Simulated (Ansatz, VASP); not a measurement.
## One calculation of GaN, two programs

File INCAR:

```
SYSTEM = GaN
PREC = Accurate ; ENCUT = 600
EDIFF = 1E-7 ; ISMEAR = 0
SIGMA = 0.01 ; LREAL = .FALSE.
LASPH = .TRUE. ; NELM = 80
ALGO = Normal ; ISIF = 3
LWAVE = .FALSE. ; LCHARG = .FALSE.
GGA = PS ; IBRION = 2
NSW = 80 ; EDIFFG = -0.05
```

File KPOINTS:

```
regular mesh
0
G
  4 4 4
  0 0 0
```

POSCAR

```
GaN
1.0
    3.1869310000      0.0000000000      0.0000000000
    1.5934655000      2.7599632061      0.0000000000
    1.5934655000      0.9199877354      2.6021182652
Ga N
1 1
Direct
    0.0000000000      0.0000000000      0.0000000000
    0.7500000000      0.7500000000      0.7500000000
```

Input for Ansatz:

```yaml
crystal:
  lattice:
    a: 3.186931
    b: 3.186931
    c: 3.186931
    alpha: 60.0
    beta: 60.0
    gamma: 60.0
  atoms:
    - { symbol: Ga, position: [0.0, 0.0, 0.0] }
    - { symbol: "N", position: [0.75, 0.75, 0.75] }
basis:
  ecutwfc: 470.0
kpoints:
  mp_grid:
    grid: [4, 4, 4]
hamiltonian:
  xc: pbesol
  dispersion: none
scf:
  max_iter: 100
  algorithm: direct_min
  n_extra_bands: 8
  convergence:
    dr2_threshold: 1.0e-07
  lower_state_search: standard
  occupations:
    method: fixed
relax:
  f_tol: 0.05
  cell: {}
```

The cell is a database's computed one.

Alike in both runs: task relaxation of cell and atoms; functional PBEsol; k mesh 4 × 4 × 4; no spin polarisation.

```csv
,VASP,Ansatz
version,VASP 6.6.1,Ansatz 0.2.0
potentials or method,"VASP PAW PBE potentials, release 64 (Ga_d, N)","plane waves, PAW"
plane-wave cutoff (eV),600,470
occupations,"gaussian, width 0.01 eV",fixed
valence electrons in the cell,18,18
```

VASP gave:

| Item | Value |
| --- | --- |
| gap on the k mesh at the Fermi level, each at its own relaxed structure (eV) | 1.71 |
| relaxed volume (Å³/atom) | 11.35 |
| relaxed cell length with the largest relative difference (Å) | 3.178 |

Problem. Estimate Ansatz's values.

Solution. gap on the k mesh at the Fermi level, each at its own relaxed structure (eV): 1.68; relaxed volume (Å³/atom): 11.37; relaxed cell length with the largest relative difference (Å): 3.180.

Ansatz warned: «end_state_compared».

Caveats: the k mesh is coarse (spacing up to 0.60 Å⁻¹), so the values aren't converged; the PAW data sets were made with another functional, which shifts forces and pressure a little (VASP). A hybrid or GW would open this gap; PBEsol tends to underestimate it.
